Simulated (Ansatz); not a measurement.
## The 2H-WS2 bilayer (2H stacking) between two gates

Aim: screening and gap of the neutral 2H-WS2 bilayer (2H stacking) between oppositely charged gates.

Program: Ansatz 0.2.0. Level of theory: plane-wave DFT, PBE-D3(BJ), Ansatz PAW (set soft_1); PAW set soft_1. Results are calculated unless marked as measured.

**1. The starting structure**

The cell holds 6 atoms: 4 S and 2 W. Its edges and angles: a = 3.180 Å, b = 3.180 Å, c = 50.951 Å, α = 90.0°, β = 90.0°, γ = 120.0°. Regions: layer 1: 2H-WS2, 3 atoms (2 S and 1 W); layer 2: 2H-WS2, 3 atoms (2 S and 1 W). Vacuum lies along c.

**2. Relaxation**

The starting cell is a guess, so the in-plane lattice and the atoms are relaxed first, with the slab cut off from its images along the normal.

input.yaml reads:

```yaml
crystal:
  lattice:
    - [3.18, 0.0, 0.0]
    - [-1.59, 2.753960784, 0.0]
    - [0.0, 0.0, 50.9512404664]
  atoms:
    - { symbol: S, position: [0.3333333333, 0.6666666667, 0.4023454544] }
    - { symbol: W, position: [0.0, 0.0, 0.4364527716] }
    - { symbol: S, position: [0.3333333333, 0.6666666667, 0.4705600887] }
    - { symbol: S, position: [0.0, 0.0, 0.5294399113] }
    - { symbol: W, position: [0.3333333333, 0.6666666667, 0.5635472284] }
    - { symbol: S, position: [0.0, 0.0, 0.5976545456] }
  periodic: [true, true, false]
kpoints:
  mp_grid: { grid: [12, 12, 1] }
hamiltonian:
  xc: pbe
  dispersion: d3bj
  pseudopotentials: { kind: paw, azcp: { folder: soft_1 } }
scf:
  occupations: { method: fermi_dirac, width: 0.05 }
  convergence: { dr2_threshold: 1.0e-09 }
relax:
  f_tol: 0.004
  max_steps: 90
  cell: {}
output:
  write_potential: true
  write_density: true
  volumetric_format: npy
```

The run is started by

```
$ ansatz run input.yaml --threads 4 --pin off --max-ram 8192MiB --backend cpu --events-out ev --progress --plain --runs-dir out
```

Numbers of over 12 decimals in the logs are rounded to 6 here.

What it wrote:

```text
Warning: relax.cell: scf.convergence.dr2_threshold = 1e-9 eV is looser than the 1.50734076334e-10 eV advised for a relaxation that steers and ends on the stress (1e-10 eV for each atom of the cell: 6, times the square of relax.cell.stress_2d_tol = 0.05 N/m over 20.0 Å (the atoms' height at the walk's start and 5 Å past either face), 2.506e-2 GPa, over a crystal's default 0.05). What an SCF threshold leaves in a stress goes as its square root, and in the free energy as the threshold itself, and one threshold admits the most on a small cell: [figures from the program's tests cut] Set scf.convergence.dr2_threshold to 1.50734076334e-10 eV or tighter. [rest of the remark cut]
Engine: ansatz 0.2.0, aarch64-unknown-linux-gnu
Pseudopotentials: kind: paw
Pseudopotential: S, paw, valence charge 6, recommended cutoff 420 eV (normal), soft_1/S.paw.azcp
Pseudopotential: W, paw, valence charge 14, recommended cutoff 420 eV (normal), soft_1/W.paw.azcp
Functional definition: PBE
  parameter kappa = 0.804
  parameter beta = 0.066725
  exchange = pbe_x(kappa = kappa, mu = beta*pi^2/3)
  correlation = pbe_c(beta = beta)
Crystal: 6 atoms, lattice volume = 446.210 Å³
Basis set: ecut = 420 eV, 8763 PW (Γ), exchange–correlation on 48×48×720 points (8 copies of the dense FFT grid, shifted against one another)
Bands: 32, of which v1, the nominal top of the filled ones, is band 26 counted from 1 (25 counted from 0)
Symmetry: 12 space group operations
Space group: P-3m1 (ITA 164), of the structure as read, at distance tolerance 7.6e-5 Å
k-points: 19 of 144
Non-local potential: S, projectors of the file, l = 0: 2, l = 1: 2, l = 2: 1
Non-local potential: W, projectors of the file, l = 0: 3, l = 1: 2, l = 2: 2, l = 3: 1
PAW form: soft (Blöchl's): semilocal exchange-correlation on the pseudo side does not see the compensation charge
PAW one-centre angular grid: S, 110 points (default); XC on 64 Gauss nodes
PAW one-centre angular grid: W, 590 points (default); XC on 64 Gauss nodes
Initial density: superposition of atomic densities (neutral atoms: chi_scale 0, normalization atom)
Initial wavefunctions: pseudopotential atomic-orbital guess
Functional: x = pbe(κ = 0.804, μ = 0.219515), c = pbe(β = 0.066725)
SCF iter   1: F=—  HF=-24387.035863 eV  |F-HF|=—  |Δ(HF+E_count)|=         —  Δρ=2.34e-2  dr2=3.09e0  ethr=3.10e-3  ⟨swp⟩=14.2  Hψ=4574  notcnv=0
preconditioner: auto → Resta (q_TF=auto, 1.907 Å⁻¹)  ε∞=2.7  [insulator: Δε(μ)=1.188 eV  Ē_g=8.091 eV  σ=0.050 eV  W_gap=1.00  n_scr=30 (ndim 8)  ℏωp=10.5 eV  f_vac=0.727  D(μ)=0.00/eV (n_scr^D=0)  ε∞_Penn≈2.7  vacuum switching on, ρ_ref=4.7e-3 e/Å³]
SCF iter   2: F=—  HF=-24386.432671 eV  |F-HF|=—  |Δ(HF+E_count)|=   6.03e-1  Δρ=1.12e-2  dr2=1.74e0  ethr=3.10e-3  ⟨swp⟩=4.8  Hψ=1737  notcnv=0  defer=16
SCF iter   3: F=—  HF=-24386.256418 eV  |F-HF|=—  |Δ(HF+E_count)|=   1.76e-1  Δρ=8.15e-3  dr2=4.42e-1  ethr=3.10e-3  ⟨swp⟩=3.6  Hψ=1223  notcnv=0  defer=15
SCF iter   4: F=—  HF=-24386.201917 eV  |F-HF|=—  |Δ(HF+E_count)|=   5.45e-2  Δρ=4.02e-3  dr2=1.05e-1  ethr=8.49e-4  ⟨swp⟩=2.5  Hψ=940  notcnv=0  defer=14
SCF iter   5: F=—  HF=-24386.192906 eV  |F-HF|=—  |Δ(HF+E_count)|=   9.01e-3  Δρ=6.04e-4  dr2=1.30e-3  ethr=2.02e-4  ⟨swp⟩=3.4  Hψ=1296  notcnv=0  defer=14
SCF iter   6: F=—  HF=-24386.193696 eV  |F-HF|=—  |Δ(HF+E_count)|=   7.90e-4  Δρ=2.97e-4  dr2=1.94e-3  ethr=2.51e-6  ⟨swp⟩=3.4  Hψ=1476  notcnv=0  defer=14
SCF iter   7: F=—  HF=-24386.193590 eV  |F-HF|=—  |Δ(HF+E_count)|=   1.07e-4  Δρ=1.35e-4  dr2=2.56e-4  ethr=2.51e-6  ⟨swp⟩=2.7  Hψ=906  notcnv=0  defer=14
SCF iter   8: F=—  HF=-24386.193582 eV  |F-HF|=—  |Δ(HF+E_count)|=   7.79e-6  Δρ=4.10e-5  dr2=3.16e-5  ethr=4.92e-7  ⟨swp⟩=2.9  Hψ=1087  notcnv=0  defer=14
SCF iter   9: F=—  HF=-24386.193568 eV  |F-HF|=—  |Δ(HF+E_count)|=   1.38e-5  Δρ=1.64e-5  dr2=2.63e-6  ethr=6.08e-8  ⟨swp⟩=2.5  Hψ=975  notcnv=0  defer=14
SCF iter  10: F=—  HF=-24386.193454 eV  |F-HF|=—  |Δ(HF+E_count)|=   1.14e-4  Δρ=7.50e-6  dr2=5.00e-7  ethr=5.06e-9  ⟨swp⟩=3.3  Hψ=1322  notcnv=0  defer=14
SCF iter  11: F=—  HF=-24386.193454 eV  |F-HF|=—  |Δ(HF+E_count)|=   6.15e-8  Δρ=2.71e-6  dr2=1.30e-7  ethr=9.62e-10  ⟨swp⟩=3.5  Hψ=1400  notcnv=0  defer=14
SCF iter  12: F=—  HF=-24386.193454 eV  |F-HF|=—  |Δ(HF+E_count)|=   1.66e-8  Δρ=9.96e-7  dr2=1.65e-8  ethr=2.49e-10  ⟨swp⟩=2.6  Hψ=850  notcnv=0  defer=14
SCF iter  13: F=-24386.193454 eV  HF=-24386.193454 eV  |F-HF|=5.97e-10  |Δ(HF+E_count)|=   1.02e-9  Δρ=3.39e-7  dr2=7.85e-10  ethr=1.92e-12  ⟨swp⟩=12.7  Hψ=6345  notcnv=0
SCF 1 converged in 13 iterations: F = -24386.193454 eV  dr2 = 7.85e-10
  greatest PAW one-centre occupation: 0.999 electrons in one spin orbital (limit 2), on the W atom at site 4 (counted from 0), in its partial waves of l = 0
relax step   1: F+E_penalty+E_count = -24386.19345414 eV  Δ(F+E_penalty+E_count) = +0.000e0 eV  max|allowed force component| = 2.684e0 eV/Å  Δτ_max = 0.0000 Å  P = -12.912 N/m  Ω = 446.210 Å³  fix = [c, alpha, beta]  reactions: c -0.000 N/m  (13 SCF iters, accepted)
Crystal: 6 atoms, lattice volume = 441.916 Å³
Basis set: ecut = 420 eV, 8535 PW (Γ), exchange–correlation on 48×48×720 points (8 copies of the dense FFT grid, shifted against one another)
Initial density: handed on by an earlier stage of this run
Initial wavefunctions: those handed on with the density
iter 1 solved again at ethr=9.66e-4 eV; its pass at ethr=3.10e-3 eV (dr2=5.02e-1 eV) is discarded
SCF iter   1: F=—  HF=-24387.236601 eV  |F-HF|=—  |Δ(HF+E_count)|=         —  Δρ=8.38e-3  dr2=5.26e-1  ethr=9.66e-4  ⟨swp⟩=2.0  Hψ=5588  notcnv=0
preconditioner: auto → Resta (q_TF=auto, 1.910 Å⁻¹)  ε∞=2.6  [insulator: Δε(μ)=1.366 eV  Ē_g=8.407 eV  σ=0.050 eV  W_gap=1.00  n_scr=30 (ndim 8)  ℏωp=10.6 eV  f_vac=0.740  D(μ)=0.00/eV (n_scr^D=0)  ε∞_Penn≈2.6  vacuum switching on, ρ_ref=5.1e-3 e/Å³]
SCF iter   2: F=—  HF=-24387.167180 eV  |F-HF|=—  |Δ(HF+E_count)|=   6.94e-2  Δρ=4.49e-3  dr2=1.83e-1  ethr=9.66e-4  ⟨swp⟩=4.5  Hψ=1373  notcnv=0  defer=2
SCF iter   3: F=—  HF=-24387.137345 eV  |F-HF|=—  |Δ(HF+E_count)|=   2.98e-2  Δρ=2.32e-3  dr2=1.94e-2  ethr=3.52e-4  ⟨swp⟩=4.2  Hψ=1335  notcnv=0  defer=17
SCF iter   4: F=—  HF=-24387.134152 eV  |F-HF|=—  |Δ(HF+E_count)|=   3.19e-3  Δρ=5.22e-4  dr2=1.61e-3  ethr=3.74e-5  ⟨swp⟩=3.5  Hψ=1292  notcnv=0  defer=17
SCF iter   5: F=—  HF=-24387.134333 eV  |F-HF|=—  |Δ(HF+E_count)|=   1.81e-4  Δρ=2.58e-4  dr2=2.57e-3  ethr=3.09e-6  ⟨swp⟩=4.0  Hψ=1465  notcnv=0  defer=17
SCF iter   6: F=—  HF=-24387.134100 eV  |F-HF|=—  |Δ(HF+E_count)|=   2.32e-4  Δρ=6.00e-5  dr2=2.80e-5  ethr=3.09e-6  ⟨swp⟩=2.6  Hψ=839  notcnv=0  defer=16
[...]
SCF iter   8: F=—  HF=-24387.195150 eV  |F-HF|=—  |Δ(HF+E_count)|=   3.34e-5  Δρ=4.27e-5  dr2=5.36e-6  ethr=2.65e-7  ⟨swp⟩=3.6  Hψ=1327  notcnv=0  defer=8
SCF iter   9: F=—  HF=-24387.195161 eV  |F-HF|=—  |Δ(HF+E_count)|=   1.15e-5  Δρ=7.94e-6  dr2=2.82e-7  ethr=1.03e-8  ⟨swp⟩=3.4  Hψ=1450  notcnv=0  defer=8
SCF iter  10: F=—  HF=-24387.195042 eV  |F-HF|=—  |Δ(HF+E_count)|=   1.19e-4  Δρ=1.18e-6  dr2=8.29e-9  ethr=5.43e-10  ⟨swp⟩=3.4  Hψ=1375  notcnv=0  defer=8
SCF iter  11: F=-24387.195042 eV  HF=-24387.195042 eV  |F-HF|=2.40e-10  |Δ(HF+E_count)|=  3.31e-10  Δρ=2.38e-7  dr2=4.54e-10  ethr=1.92e-12  ⟨swp⟩=11.9  Hψ=6408  notcnv=0
SCF 3 converged in 11 iterations: F = -24387.195042 eV  dr2 = 4.54e-10
relax step   3: F+E_penalty+E_count = -24387.19504209 eV  Δ(F+E_penalty+E_count) = -6.101e-2 eV  max|allowed force component| = 1.395e-1 eV/Å  Δτ_max = 0.1924 Å  P = -0.251 N/m  Ω = 438.842 Å³  energy of the carried Pulay correction = +4.445e-4 eV  fix = [c, alpha, beta]  reactions: c -0.000 N/m  (11 SCF iters, accepted)
[...]
relax step   4: F+E_penalty+E_count = -24387.19311678 eV  Δ(F+E_penalty+E_count) = +1.925e-3 eV  max|allowed force component| = 4.279e-2 eV/Å  Δτ_max = 0.1123 Å  P = +0.198 N/m  Ω = 439.657 Å³  energy of the carried Pulay correction = +3.950e-4 eV  fix = [c, alpha, beta]  (10 SCF iters, rejected (line search))
[...]
relax step   5: F+E_penalty+E_count = -24387.19843320 eV  Δ(F+E_penalty+E_count) = -3.391e-3 eV  max|allowed force component| = 6.978e-3 eV/Å  Δτ_max = 0.0370 Å  P = +0.042 N/m  Ω = 439.587 Å³  energy of the carried Pulay correction = +3.992e-4 eV  fix = [c, alpha, beta]  reactions: c +0.000 N/m  (10 SCF iters, accepted)
[...]
relax step   6: F+E_penalty+E_count = -24387.19850906 eV  Δ(F+E_penalty+E_count) = -7.586e-5 eV  max|allowed force component| = 1.218e-3 eV/Å  Δτ_max = 0.0103 Å  P = -0.000 N/m  Ω = 439.759 Å³  energy of the carried Pulay correction = +3.888e-4 eV  fix = [c, alpha, beta]  reactions: c -0.000 N/m  (9 SCF iters, accepted)
Initial wavefunctions: pseudopotential atomic-orbital guess (no wavefunctions were taken with the density)
iter 1 solved again at ethr=6.07e-7 eV; its pass at ethr=3.10e-3 eV (dr2=3.16e-4 eV) is discarded
SCF iter   1: F=—  HF=-24387.198211 eV  |F-HF|=—  |Δ(HF+E_count)|=         —  Δρ=1.24e-5  dr2=1.20e-7  ethr=6.07e-7  ⟨swp⟩=6.6  Hψ=8157  notcnv=0
eigensolver tolerance schedule: the retry pair's looser diagonalisation over-reported the residual by 2622.49 of it (diagonalisation noise at 1.06 of the residual, at the tolerance the schedule requests for it); recorded, not acted on — ethr = c·dr2/N_el stays at c = 1.0e-1
preconditioner: auto → Resta (q_TF=auto, 1.911 Å⁻¹)  ε∞=2.6  [insulator: Δε(μ)=1.353 eV  Ē_g=8.430 eV  σ=0.050 eV  W_gap=1.00  n_scr=30 (ndim 8)  ℏωp=10.6 eV  f_vac=0.745  D(μ)=0.00/eV (n_scr^D=0)  ε∞_Penn≈2.6  vacuum switching on, ρ_ref=5.2e-3 e/Å³]
SCF iter   2: F=—  HF=-24387.198056 eV  |F-HF|=—  |Δ(HF+E_count)|=   1.55e-4  Δρ=6.36e-6  dr2=5.88e-8  ethr=2.31e-10  ⟨swp⟩=5.9  Hψ=2450  notcnv=0
SCF iter   3: F=—  HF=-24387.198056 eV  |F-HF|=—  |Δ(HF+E_count)|=   2.71e-8  Δρ=3.13e-6  dr2=2.34e-8  ethr=1.13e-10  ⟨swp⟩=3.4  Hψ=1260  notcnv=0
SCF iter   4: F=—  HF=-24387.198056 eV  |F-HF|=—  |Δ(HF+E_count)|=   5.85e-9  Δρ=7.74e-7  dr2=1.96e-9  ethr=4.50e-11  ⟨swp⟩=2.8  Hψ=1025  notcnv=0
SCF iter   5: F=-24387.198056 eV  HF=-24387.198056 eV  |F-HF|=7.46e-10  |Δ(HF+E_count)|=  5.97e-10  Δρ=2.59e-7  dr2=8.69e-10  ethr=1.92e-12  ⟨swp⟩=17.8  Hψ=5996  notcnv=0
SCF 7 converged in 5 iterations: F = -24387.198056 eV  dr2 = 8.69e-10
relax step   7: F+E_penalty+E_count = -24387.19805599 eV  Δ(F+E_penalty+E_count) = +4.531e-4 eV  max|allowed force component| = 1.228e-3 eV/Å  Δτ_max = 0.0000 Å  P = +0.007 N/m  Ω = 439.759 Å³  fix = [c, alpha, beta]  reactions: c +0.000 N/m  stress off target by 6.70e-3 N/m on what of the cell is left free  SCF on the basis re-selected at this cell (its energy is not comparable with the rows above)  (5 SCF iters)
basis re-selected at this cell: Δ(F+E_penalty+E_count) = +4.531e-4 eV, ΔP = +0.007 N/m vs the last step (what re-selecting the basis moved, of the pressure what is left beyond the Pulay correction that the steps carried, after the strain that the cell walked since its last selection, with what the two solves' SCF thresholds leave and, on support functions, any second-order correction that the steps lacked; it is no m [...]
WARN: The output density's exchange-correlation potential varies sharply where the density is thin. Do not read a vacuum level from v_tot or v_xc, or from such a field of the output density. On a cell that repeats whose density bears no net charge and no dipole along the vacuum's axis use v_es (v_loc + v_h of the components); under efield.dipole_correction with no amplitude use v_es + v_field, which holds any externa [...]
SCF converged after 5 iterations
Free energy (F): -24387.198056 eV
Harris-Foulkes:  -24387.198056 eV  (|F-HF|=7.46e-10)
Internal energy: -24387.198056 eV  (E = F + TS)
E sigma→0 (E₀):  -24387.198056 eV
Entropy (-TS):   -0.000000 eV (-0.000 meV/atom)
Fermi energy:    -4.632033 eV
--- Per-component energies (eV) ---
  E_band       = -1244.912698
  E_kinetic    = 1269.318402
  E_local      = -257541.133718  (includes V_loc(G=0)·N_el)
  E_nonlocal   = 87.688624
  E_hartree    = 128048.545660
  E_xc         = -892.236445
  E_vxc        = -795.329485  (∫ρ·V_xc dr)
  E_paw        = -19589.427428  (= ΣΔE_a)
  E_vpaw       = -362.556021  (= ΣTr[D̂ρ^β])
  E_aug_tail   = 0.000309  (compensation charges beyond the density's cutoff)
  E_ewald      = 124232.263199
  E_disp       = -2.216659  (pairwise vdW)
  E_smearing   = -0.000000  (= −TS)
  E_closure    = -0.000000  (closes the sum)
  Σ components = -24387.198056   (vs F -24387.198056, Δ=0.00e0)
--- Forces (eV/Å), atoms counted from 1 ---
  atom   1  S      0.00000000    -0.00000000     0.00071705
  atom   2  W      0.00000000     0.00000000    -0.00122804
  atom   3  S     -0.00000000    -0.00000000    -0.00083739
  atom   4  S     -0.00000000     0.00000000     0.00083739
  atom   5  W      0.00000000    -0.00000000     0.00122804
  atom   6  S      0.00000000     0.00000000    -0.00071705
  max |Σ_I F_I| component: 4.63e-18 eV/Å
--- 2D stress c σ (N/m, compression-positive) ---
        0.006703      -0.000000       0.000000
       -0.000000       0.006703       0.000000
        0.000000       0.000000       0.000000
  P = ½ c Tr σ = 0.0067 N/m
--- Band table (eV; the first three rows and the last of 19) ---
  k-point 0: bands = [... 22 lower, -7.2435, -7.2435, -6.0153, -5.2656, -2.7676, -2.7676, -2.7497, -2.7497, ... 2 higher]
  k-point 1: bands = [... 22 lower, -7.2021, -6.8949, -6.0337, -5.4332, -2.8986, -2.8661, -2.8528, -2.7971, ... 2 higher]
  k-point 2: bands = [... 22 lower, -7.2872, -6.8880, -6.1914, -5.9493, -3.4189, -3.1239, -3.0235, -2.8813, ... 2 higher]
  k-point 18: bands = [... 22 lower, -8.0861, -8.0861, -5.7590, -5.6387, -3.7590, -3.7590, -2.7659, -2.0896, ... 2 higher]
  the weakly bound empty levels are not read free of the cell's end (no_gap_told)
--- Relaxed structure (6 steps of the walk, 5 accepted, 1 SCFs on fresh bases) ---
  F+E_penalty+E_count = -24387.19805599 eV   max|allowed force component| = 1.228e-3 eV/Å   (the final SCF, on the basis selected at the relaxed cell)
  cell:  # Å, volume = 439.7591 Å³
    - [3.156928, 0, 0]
    - [-1.578464, 2.733980, 0]
    - [0, 0, 50.9512404664]
  atoms:
    - { symbol: S, position: [0.333333, 0.666667, 0.409376] }
    - { symbol: W, position: [1.1544013388509193e-17, -5.0885221963063406e-17, 0.440318] }
    - { symbol: S, position: [0.333333, 0.666667, 0.471223] }
    - { symbol: S, position: [8.858861037559246e-18, -5.088522196306341e-17, 0.528777] }
    - { symbol: W, position: [0.333333, 0.666667, 0.559682] }
    - { symbol: S, position: [5.082887016134838e-18, -5.088522196306341e-17, 0.590624] }
```

Run time: 46 s. Hardware: 4 threads of Arm Neoverse V1, shared host; peak memory 0.92 GiB.

Relaxation path:

```csv
step,energy less that of the first step (eV),largest force component (eV/Å),volume (Å³)
1,0.0000,2.6837,446.21
2,-0.9406,0.6426,441.92
3,-1.0016,0.1395,438.84
4,-0.9997,0.0428,439.66
5,-1.0050,0.0070,439.59
6,-1.0051,0.0012,439.76
7*,-1.0046,0.0012,439.76
```

Relaxation steps marked * repeat the geometry before them on a plane-wave basis chosen anew for their cell, so energy and pressure can jump there. Relaxation step 4 was tried and not accepted.

The run keeps the 12 symmetry operations that it works with, so distortions that break them were not tested.

| cell as run | before | after | change |
| --- | --- | --- | --- |
| a (Å) | 3.180 | 3.157 | -0.7 % |
| b (Å) | 3.180 | 3.157 | -0.7 % |

The atoms that moved most (Å, along periodic axes as changes of fractional coordinates times the final cell, across vacuum about the mean position):

```csv
atom,dx,dy,dz,length
S6,0.000,0.000,-0.358,0.358
S1,0.000,0.000,0.358,0.358
W2,0.000,0.000,0.197,0.197
W5,0.000,0.000,-0.197,0.197
S4,0.000,0.000,-0.034,0.034
S3,0.000,0.000,0.034,0.034
```

Final coordinates:

```xyz
6
Lattice="3.1569 0.0000 0.0000 -1.5785 2.7340 0.0000 0.0000 0.0000 50.9512" Properties=species:S:1:pos:R:3
S     0.0000    1.8227   20.8582
W     0.0000    0.0000   22.4348
S     0.0000    1.8227   24.0094
S     0.0000    0.0000   26.9419
W     0.0000    1.8227   28.5165
S     0.0000    0.0000   30.0930
```

The lattice constant a goes from 3.180 to 3.157 Å.

(Continued in part 2 of 3.)

[Logs are printed without paths, hosts, clocks, repeated set-up lines and the standing remarks that a program may print on its own settings, such as how far it seeks lower states.]

[Hosts, paths, dates, database ids (printed as entryN), source tags and the programs' standing remarks are cut or masked in the printed files.]

[Maps of the electrostatic potential energy from Ansatz leave out the sawtooth potential of an applied field or a dipole correction, so their vacuum need not be flat; planar profiles and work functions include it.]
